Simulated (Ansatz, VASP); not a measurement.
# BN in two plane-wave programs, part 2 of 2

Aim: how closely do two programs agree when they are given the same cell, functional and k mesh? The cell is taken from a series of runs on this material, whose earlier steps may have relaxed, scaled, displaced or heated it; both programs get it as it stands.

VASP 6.6.1 and Ansatz 0.2.0.

So far: Starting point; Ansatz: dielectric response, r2SCAN.

### Step 3. VASP: dielectric response, r2SCAN

Level of this step: r2SCAN; plane waves and PAW (B, N) (VASP).

The same cell, functional and mesh now go to VASP, with its own data sets.

Lines of VASP's logs that name or quote its potential files are left out, and so is its time.

File INCAR:

```
SYSTEM = BN
PREC = Accurate
ENCUT = 580
EDIFF = 1E-08
NELM = 120
ISMEAR = 0
SIGMA = 0.01
LREAL = .FALSE.
ALGO = Normal
METAGGA = R2SCAN
LASPH = .TRUE.
NBANDS = 14
LORBIT = 11
LWAVE = .FALSE.
LCHARG = .FALSE.
ISIF = 2
LCALCEPS = .TRUE.
LPEAD = .TRUE.
GGA_COMPAT = .FALSE.
EFERMI = MIDGAP
LMIXTAU = .TRUE.
KPAR = 2
```

File POSCAR:

```
BN
1.0
    2.5039900000      0.0000000000      0.0000000000
   -1.2519950000      2.1685189508      0.0000000000
    0.0000000000      0.0000000000      6.6612000000
B N
2 2
Direct
    0.3333333334      0.6666666668      0.2500000000
    0.6666666668      0.3333333334      0.7500000000
    0.3333333334      0.6666666668      0.7500000000
    0.6666666668      0.3333333334      0.2500000000
```

File KPOINTS:

```
Automatic mesh
0
Gamma
9 9 4
0 0 0
```

The projector-augmented-wave data sets are B and N (PBE family, release 64).

On the command line:

```console
mpirun -np 2 vasp_std
```

Numbers of over 12 decimals in the logs are rounded to 6 here.

The program printed:

```text
[banner, memory and clock lines left out]
running    2 mpi-ranks, on    1 nodes
 distrk:  each k-point on    1 cores,    2 groups
 distr:  one band on    1 cores,    1 groups

 POSCAR found type information on POSCAR B N
 POSCAR found :  2 types and       4 ions
|                                                                             |
|               ----> ADVICE to this user running VASP <----                  |
|                                                                             |
|     You enforced a specific xc type in the INCAR file but a different       |
|     [... a line on the potential file left out ...]
|     I HOPE YOU KNOW WHAT YOU ARE DOING!                                     |
|                                                                             |

 LDA part: xc-table for (None), standard interpolation
 POSCAR, INCAR and KPOINTS ok, starting setup
 FFT: planning ... GRIDC
 FFT: planning ... GRID_SOFT
 FFT: planning ... GRID
 WAVECAR not read
 entering main loop
       N       E                     dE             d eps       ncg     rms          rms(c)
DAV:   1     0.574797773398E+02    0.57480E+02   -0.89154E+03  1008   0.119E+03
DAV:   2    -0.423657202192E+02   -0.99845E+02   -0.89644E+02  1356   0.265E+02
DAV:   3    -0.466356186710E+02   -0.42699E+01   -0.42438E+01  1326   0.573E+01
DAV:   4    -0.466716661122E+02   -0.36047E-01   -0.36038E-01  1146   0.560E+00
DAV:   5    -0.466720736432E+02   -0.40753E-03   -0.40744E-03  1344   0.580E-01    0.110E+01
DAV:   6    -0.404266935839E+02    0.62454E+01   -0.51053E+00  1248   0.184E+01    0.575E+00
DAV:   7    -0.380892611256E+02    0.23374E+01   -0.71871E-01  1182   0.829E+00    0.290E+00
DAV:   8    -0.403358765198E+02   -0.22466E+01   -0.13725E+00  1110   0.999E+00    0.190E+00
DAV:   9    -0.388574415694E+02    0.14784E+01   -0.48193E-01  1008   0.778E+00    0.275E-01
DAV:  10    -0.385917333685E+02    0.26571E+00   -0.64601E-02  1056   0.282E+00    0.206E-01
DAV:  11    -0.385231784962E+02    0.68555E-01   -0.19582E-02  1008   0.146E+00    0.167E-01
DAV:  12    -0.384975454465E+02    0.25633E-01   -0.25216E-02  1008   0.165E+00    0.130E-01
DAV:  13    -0.385680914899E+02   -0.70546E-01   -0.16349E-02  1050   0.122E+00    0.765E-02
DAV:  14    -0.385953398191E+02   -0.27248E-01   -0.37935E-03  1020   0.742E-01    0.212E-02
[...]
DAV:  19    -0.385961786877E+02    0.11079E-05   -0.10001E-07  1212   0.348E-03    0.318E-04
DAV:  20    -0.385961796433E+02   -0.95556E-06   -0.60706E-08  1074   0.269E-03    0.305E-04
DAV:  21    -0.385961799049E+02   -0.26165E-06   -0.34733E-08  1086   0.219E-03    0.158E-04
DAV:  22    -0.385961800971E+02   -0.19214E-06   -0.11049E-09   780   0.306E-04    0.110E-04
DAV:  23    -0.385961800568E+02    0.40229E-07   -0.17387E-10   606   0.145E-04    0.730E-05
DAV:  24    -0.385961800831E+02   -0.26295E-07   -0.24698E-10   570   0.155E-04    0.140E-05
DAV:  25    -0.385961800965E+02   -0.13412E-07   -0.75351E-11   582   0.846E-05    0.186E-05
DAV:  26    -0.385961801062E+02   -0.96138E-08   -0.14293E-11   570   0.479E-05
       N       E                     dE             d eps       ncg     rms          rms(c)
SDA:   1    -0.385961801865E+02   -0.38596E+02   -0.12366E-12  1722   0.309E-12   0.000E+00
DMP:   2    -0.385961801862E+02    0.36903E-09   -0.48317E-12  1722   0.118E-11   0.611E-13
 final diagonalization occupied
 p_tot=(  0.120E-08  0.507E-09 -0.540E-11 )
       N       E                     dE             d eps       ncg     rms          rms(c)
 p_tot=(  0.120E-08  0.507E-09 -0.540E-11 )
dp_tot=(  0.000E+00  0.000E+00  0.000E+00 )  diag[e(oo)]=(  1.00000    ---      ---   )
SDA:   1    -0.385961801861E+02    0.38619E-09   -0.17895E-04  1722   0.447E-04   0.000E+00
 p_tot=(  0.179E-02 -0.661E-06 -0.195E-11 )
dp_tot=(  0.179E-02 -0.661E-06  0.346E-11 )  diag[e(oo)]=(  1.89527    ---      ---   )
DMP:   2    -0.385961946096E+02   -0.14423E-04   -0.13174E-04  1722   0.187E-04   0.274E-04
 p_tot=(  0.381E-02 -0.140E-05  0.979E-12 )
dp_tot=(  0.381E-02 -0.140E-05  0.638E-11 )  diag[e(oo)]=(  2.90826    ---      ---   )
DMP:   3    -0.385962040518E+02   -0.94422E-05   -0.60776E-05  1722   0.778E-05   0.143E-04
 p_tot=(  0.525E-02 -0.192E-05  0.148E-11 )
dp_tot=(  0.525E-02 -0.192E-05  0.689E-11 )  diag[e(oo)]=(  3.62850    ---      ---   )
DMP:   4    -0.385962084940E+02   -0.44422E-05   -0.35874E-05  1722   0.532E-05   0.702E-05
 p_tot=(  0.600E-02 -0.221E-05  0.777E-12 )
dp_tot=(  0.600E-02 -0.221E-05  0.618E-11 )  diag[e(oo)]=(  4.00371    ---      ---   )
DMP:   5    -0.385962112706E+02   -0.27766E-05   -0.21026E-05  1722   0.270E-05   0.491E-05
 p_tot=(  0.632E-02 -0.236E-05 -0.989E-13 )
dp_tot=(  0.632E-02 -0.236E-05  0.530E-11 )  diag[e(oo)]=(  4.16030    ---      ---   )
DMP:   6    -0.385962128082E+02   -0.15376E-05   -0.91373E-06  1722   0.102E-05   0.243E-05
 p_tot=(  0.646E-02 -0.248E-05 -0.394E-12 )
dp_tot=(  0.646E-02 -0.248E-05  0.501E-11 )  diag[e(oo)]=(  4.23366    ---      ---   )
DMP:   7    -0.385962134375E+02   -0.62930E-06   -0.38822E-06  1722   0.523E-06   0.862E-06
 p_tot=(  0.658E-02 -0.260E-05 -0.194E-12 )
dp_tot=(  0.658E-02 -0.260E-05  0.521E-11 )  diag[e(oo)]=(  4.29329    ---      ---   )
DMP:   8    -0.385962137065E+02   -0.26893E-06   -0.19179E-06  1722   0.285E-06   0.374E-06
 p_tot=(  0.670E-02 -0.270E-05  0.246E-13 )
[...]
final diagonalization occupied
 p_tot=( -0.340E-06  0.817E-07 -0.154E-10 )
       N       E                     dE             d eps       ncg     rms          rms(c)
 p_tot=( -0.340E-06  0.817E-07 -0.154E-10 )
dp_tot=(  0.000E+00  0.000E+00  0.000E+00 )  diag[e(oo)]=(    ---    1.00000    ---   )
SDA:   1    -0.385961801869E+02   -0.19505E-08   -0.17887E-04  1722   0.447E-04   0.000E+00
 p_tot=( -0.890E-06  0.179E-02 -0.826E-11 )
dp_tot=( -0.550E-06  0.179E-02  0.717E-11 )  diag[e(oo)]=(    ---    1.89488    ---   )
DMP:   2    -0.385961946039E+02   -0.14417E-04   -0.13168E-04  1722   0.187E-04   0.274E-04
 p_tot=( -0.150E-05  0.381E-02 -0.152E-11 )
dp_tot=( -0.116E-05  0.381E-02  0.139E-10 )  diag[e(oo)]=(    ---    2.90743    ---   )
DMP:   3    -0.385962040418E+02   -0.94379E-05   -0.60745E-05  1722   0.777E-05   0.143E-04
 p_tot=( -0.194E-05  0.525E-02  0.923E-12 )
dp_tot=( -0.160E-05  0.525E-02  0.164E-10 )  diag[e(oo)]=(    ---    3.62735    ---   )
DMP:   4    -0.385962084816E+02   -0.44398E-05   -0.35852E-05  1722   0.532E-05   0.701E-05
 p_tot=( -0.219E-05  0.600E-02 -0.191E-12 )
dp_tot=( -0.185E-05  0.600E-02  0.152E-10 )  diag[e(oo)]=(    ---    4.00240    ---   )
DMP:   5    -0.385962112563E+02   -0.27748E-05   -0.21012E-05  1722   0.270E-05   0.491E-05
 p_tot=( -0.234E-05  0.631E-02 -0.156E-11 )
dp_tot=( -0.200E-05  0.631E-02  0.139E-10 )  diag[e(oo)]=(    ---    4.15889    ---   )
DMP:   6    -0.385962127929E+02   -0.15366E-05   -0.91317E-06  1722   0.102E-05   0.243E-05
 p_tot=( -0.247E-05  0.646E-02 -0.169E-11 )
dp_tot=( -0.213E-05  0.646E-02  0.137E-10 )  diag[e(oo)]=(    ---    4.23219    ---   )
DMP:   7    -0.385962134218E+02   -0.62888E-06   -0.38799E-06  1722   0.523E-06   0.861E-06
 p_tot=( -0.259E-05  0.658E-02 -0.994E-12 )
dp_tot=( -0.225E-05  0.658E-02  0.144E-10 )  diag[e(oo)]=(    ---    4.29175    ---   )
DMP:   8    -0.385962136906E+02   -0.26880E-06   -0.19169E-06  1722   0.285E-06   0.374E-06
 p_tot=( -0.270E-05  0.669E-02  0.130E-12 )
dp_tot=( -0.236E-05  0.669E-02  0.156E-10 )  diag[e(oo)]=(    ---    4.34805    ---   )
DMP:   9    -0.385962138190E+02   -0.12839E-06   -0.82040E-07  1722   0.121E-06   0.163E-06
 p_tot=( -0.277E-05  0.677E-02  0.522E-12 )
dp_tot=( -0.243E-05  0.677E-02  0.160E-10 )  diag[e(oo)]=(    ---    4.38925    ---   )
DMP:  10    -0.385962138691E+02   -0.50055E-07   -0.33526E-07  1722   0.604E-07   0.451E-07
 p_tot=( -0.280E-05  0.681E-02  0.346E-12 )
dp_tot=( -0.246E-05  0.681E-02  0.158E-10 )  diag[e(oo)]=(    ---    4.40822    ---   )
DMP:  11    -0.385962138891E+02   -0.20047E-07   -0.17583E-07  1722   0.354E-07   0.164E-07
 p_tot=( -0.280E-05  0.681E-02 -0.249E-12 )
dp_tot=( -0.246E-05  0.681E-02  0.152E-10 )  diag[e(oo)]=(    ---    4.40914    ---   )
DMP:  12    -0.385962138997E+02   -0.10622E-07   -0.86848E-08  1722   0.169E-07   0.925E-08
 p_tot=( -0.280E-05  0.680E-02 -0.316E-12 )
dp_tot=( -0.246E-05  0.680E-02  0.151E-10 )  diag[e(oo)]=(    ---    4.40160    ---   )
DMP:  13    -0.385962139047E+02   -0.49586E-08   -0.44070E-08  1722   0.934E-08   0.322E-08
 final diagonalization full
 p_tot=( -0.279E-05  0.678E-02 -0.546E-13 )
dp_tot=( -0.245E-05  0.678E-02  0.154E-10 )  diag[e(oo)]=(    ---    4.39336    ---   )
       N       E                     dE             d eps       ncg     rms          rms(c)
SDA:   1    -0.385961801853E+02    0.33714E-04   -0.30851E-10  1050   0.771E-10   0.000E+00
DMP:   2    -0.385961801861E+02   -0.81309E-09   -0.57346E-11  1050   0.257E-10  -0.296E-10
 final diagonalization occupied
 p_tot=(  0.132E-07 -0.887E-08  0.413E-08 )
       N       E                     dE             d eps       ncg     rms          rms(c)
 p_tot=(  0.132E-07 -0.887E-08  0.413E-08 )
dp_tot=(  0.000E+00  0.000E+00  0.000E+00 )  diag[e(oo)]=(    ---      ---    1.00000 )
SDA:   1    -0.385961801861E+02   -0.84935E-09   -0.18768E-04  1050   0.469E-04   0.000E+00
 p_tot=(  0.789E-08 -0.467E-08  0.188E-02 )
dp_tot=( -0.530E-08  0.420E-08  0.188E-02 )  diag[e(oo)]=(    ---      ---    1.93893 )
DMP:   2    -0.385961927297E+02   -0.12544E-04   -0.60870E-05  1050   0.701E-05   0.158E-04
 p_tot=(  0.264E-08 -0.285E-09  0.348E-02 )
dp_tot=( -0.105E-07  0.859E-08  0.348E-02 )  diag[e(oo)]=(    ---      ---    2.74284 )
DMP:   3    -0.385961946038E+02   -0.18742E-05   -0.52425E-06  1050   0.435E-05  -0.585E-05
 p_tot=(  0.657E-10  0.223E-08  0.395E-02 )
dp_tot=( -0.131E-07  0.111E-07  0.395E-02 )  diag[e(oo)]=(    ---      ---    2.97722 )
DMP:   4    -0.385961944819E+02    0.12194E-06   -0.17580E-05  1050   0.539E-05  -0.192E-05
 p_tot=( -0.642E-10  0.282E-08  0.363E-02 )
dp_tot=( -0.133E-07  0.117E-07  0.363E-02 )  diag[e(oo)]=(    ---      ---    2.81776 )
DMP:   5    -0.385961956519E+02   -0.11700E-05   -0.10735E-05  1050   0.193E-05   0.146E-05
 p_tot=(  0.783E-09  0.244E-08  0.320E-02 )
dp_tot=( -0.124E-07  0.113E-07  0.320E-02 )  diag[e(oo)]=(    ---      ---    2.60295 )
DMP:   6    -0.385961961969E+02   -0.54498E-06   -0.24549E-06  1050   0.593E-06   0.408E-07
 p_tot=(  0.139E-08  0.196E-08  0.303E-02 )
dp_tot=( -0.118E-07  0.108E-07  0.303E-02 )  diag[e(oo)]=(    ---      ---    2.51370 )
DMP:   7    -0.385961962526E+02   -0.55688E-07   -0.14810E-06  1050   0.544E-06  -0.335E-06
 p_tot=(  0.140E-08  0.175E-08  0.308E-02 )
dp_tot=( -0.118E-07  0.106E-07  0.308E-02 )  diag[e(oo)]=(    ---      ---    2.54166 )
DMP:   8    -0.385961963360E+02   -0.83437E-07   -0.14565E-06  1050   0.340E-06   0.472E-07
 p_tot=(  0.104E-08  0.178E-08  0.321E-02 )
dp_tot=( -0.122E-07  0.106E-07  0.321E-02 )  diag[e(oo)]=(    ---      ---    2.60527 )
DMP:   9    -0.385961964209E+02   -0.84858E-07   -0.50684E-07  1050   0.954E-07   0.603E-07
 p_tot=(  0.704E-09  0.186E-08  0.329E-02 )
dp_tot=( -0.125E-07  0.107E-07  0.329E-02 )  diag[e(oo)]=(    ---      ---    2.64634 )
DMP:  10    -0.385961964372E+02   -0.16323E-07   -0.11962E-07  1050   0.535E-07  -0.455E-07
 p_tot=(  0.593E-09  0.188E-08  0.330E-02 )
dp_tot=( -0.126E-07  0.108E-07  0.330E-02 )  diag[e(oo)]=(    ---      ---    2.65336 )
DMP:  11    -0.385961964399E+02   -0.27202E-08   -0.15544E-07  1050   0.473E-07  -0.162E-07
 p_tot=(  0.673E-09  0.183E-08  0.328E-02 )
dp_tot=( -0.125E-07  0.107E-07  0.328E-02 )  diag[e(oo)]=(    ---      ---    2.64139 )
DMP:  12    -0.385961964490E+02   -0.90707E-08   -0.82860E-08  1050   0.174E-07   0.647E-08
 final diagonalization full
 p_tot=(  0.807E-09  0.177E-08  0.325E-02 )
dp_tot=( -0.124E-07  0.106E-07  0.325E-02 )  diag[e(oo)]=(    ---      ---    2.62804 )
   1 F= -.38596196E+02 E0= -.38596196E+02  d E =0.000000E+00
```

Parts of OUTCAR (step 3):

```text
ion  position               nearest neighbor table
   1  0.333  0.667  0.250-   4 1.45   4 1.45   4 1.45
   2  0.667  0.333  0.750-   3 1.45   3 1.45   3 1.45
   3  0.333  0.667  0.750-   2 1.45   2 1.45   2 1.45
   4  0.667  0.333  0.250-   1 1.45   1 1.45   1 1.45

  LATTYP: Found a hexagonal cell.
 ALAT       =     2.5039900000
 C/A-ratio  =     2.6602342661

 Subroutine GETGRP returns: Found 24 space group operations
 (whereof 12 operations were pure point group operations)

The static configuration has the point symmetry D_3d.
 The point group associated with its full space group is D_6h.

 Found     36 irreducible k-points:

   k-points           NKPTS =     36   k-points in BZ     NKDIM =     36   number of bands    NBANDS=     14

   dimension x,y,z NGX =    20 NGY =   20 NGZ =   54
   dimension x,y,z NGXF=    40 NGYF=   40 NGZF=  108

   ENCUT  =  580.0 eV  42.63 Ry    6.53 a.u.   4.92  4.92 13.08*2*pi/ulx,y,z

   NELECT =      16.0000    total number of electrons

 k-points in reciprocal lattice and weights: Automatic mesh
   0.00000000  0.00000000  0.00000000       0.003
   0.11111111  0.00000000  0.00000000       0.019
   0.22222222 -0.00000000  0.00000000       0.019
   0.33333333 -0.00000000  0.00000000       0.019
   0.44444444 -0.00000000  0.00000000       0.019
   0.11111111  0.11111111  0.00000000       0.019
   0.22222222  0.11111111  0.00000000       0.037
   0.33333333  0.11111111  0.00000000       0.037
   0.44444444  0.11111111  0.00000000       0.019
[...]
0.33333333  0.22222222  0.50000000       0.037
   0.33333333  0.33333333  0.50000000       0.006

 average (electrostatic) potential at core
       1 -30.5585       2 -30.5585       3 -67.8604       4 -67.8604

            Ionic dipole moment: p[ion]=(     0.00000     0.00000     0.00000 ) |e| Angst

 Total electronic dipole moment: p[elc]=(    -0.00000    -0.00000     0.00325 ) |e| Angst

 MACROSCOPIC STATIC DIELECTRIC TENSOR (including local field effects)
 ------------------------------------------------------
           4.394188    -0.000000     0.000000
           0.000000     4.394188     0.000000
           0.000000     0.000000     2.628038
 ------------------------------------------------------

 PIEZOELECTRIC TENSOR (including local field effects) (C/m^2)
          XX          YY          ZZ          XY          YZ          ZX
  --------------------------------------------------------------------------------
  x     0.00000     0.00000     0.00000     0.00000     0.00000     0.00000
  y     0.00000     0.00000     0.00000     0.00000     0.00000     0.00000
  z     0.00000     0.00000     0.00000     0.00000     0.00000     0.00000

 BORN EFFECTIVE CHARGES (including local field effects) (in |e|, cummulative output)
 ---------------------------------------------------------------------------------
 ion    1
    1     2.73154     0.00000     0.00000
    2     0.00000     2.73154     0.00000
    3     0.00000     0.00000     0.78314
 ion    2
    1     2.73154     0.00000     0.00000
    2     0.00000     2.73154     0.00000
    3     0.00000     0.00000     0.78314
 ion    3
    1    -2.73154     0.00000     0.00000
    2     0.00000    -2.73154     0.00000
    3     0.00000     0.00000    -0.78314
 ion    4
    1    -2.73154     0.00000     0.00000
    2     0.00000    -2.73154     0.00000
    3     0.00000    -0.00000    -0.78314

  Total       -0.1372137     -0.1372137      0.1612390      0.0000000     -0.0000000      0.0000000
  in kB       -6.0779891     -6.0779891      7.1422042      0.0000000     -0.0000000      0.0000000
  external PRESSURE =      -1.6712580 kB  Pullay stress =       0.0000000 kB

  energy-cutoff  :      580.00
  volume of cell :       36.17
      direct lattice vectors                 reciprocal lattice vectors
     2.503990000  0.000000000  0.000000000     0.399362617  0.230572115  0.000000000
    -1.251995000  2.168518951  0.000000000     0.000000000  0.461144229  0.000000000
     0.000000000  0.000000000  6.661200000     0.000000000  0.000000000  0.150123101

 POSITION                                       TOTAL-FORCE (eV/Angst)
 -----------------------------------------------------------------------------------
      0.00000      1.44568      1.66530         0.000000     -0.000000      0.000000
      1.25200      0.72284      4.99590        -0.000000     -0.000000      0.000000
      0.00000      1.44568      4.99590        -0.000000      0.000000     -0.000000
      1.25200      0.72284      1.66530         0.000000     -0.000000     -0.000000
 -----------------------------------------------------------------------------------
    total drift:                               -0.000000     -0.000000      0.000000
```

Energies printed during the response cycles are not total energies of the cell. The PAW data sets were made with PBE, which is usual practice but a small mismatch for other functionals.

### Step 4. Differences

Known differences besides the potentials themselves: VASP keeps PBE cores, Ansatz makes them for the functional; fixed occupations in Ansatz, narrow Gaussian smearing in VASP; VASP's response is taken on the typed mesh, Ansatz refines its own for the field response alone; the cutoff is 500 eV in Ansatz and 580 eV in VASP; VASP takes ε∞ from a finite field, Ansatz from linear response. Total energies have different zeros and are not compared.

Compared:

| quantity | Ansatz | VASP | difference |
| --- | --- | --- | --- |
| ε∞ xx | 4.40 | 4.39 | +0.21 % |
| ε∞ yy | 4.40 | 4.39 | +0.21 % |
| ε∞ zz | 2.63 | 2.63 | -0.04 % |
| Born charge of B1 (mean of the diagonal) (e) | 2.07 | 2.08 | -0.01 |
| Born charge of N3 (mean of the diagonal) (e) | -2.07 | -2.08 | +0.01 |

### Step 5. Outcome

| Item | Value |
| --- | --- |
| difference in ε∞ xx (dielectric response, r2SCAN) | 0.21 % |

The difference in ε∞ xx is 0.21 % (dielectric response, r2SCAN), within the 5 % picked in this series as the mark of a large difference. How closely two codes agree says nothing of how well the functional describes the real material.

[Lines on the potential files, build, host, timing and source positions are cut from VASP's logs without a mark.]

[Logs are printed without paths, hosts, clocks, repeated set-up lines and the standing remarks that a program may print on its own settings, such as how far it seeks lower states.]

[Hosts, paths, dates, database ids (printed as entryN), source tags and the programs' standing remarks are cut or masked in the printed files.]
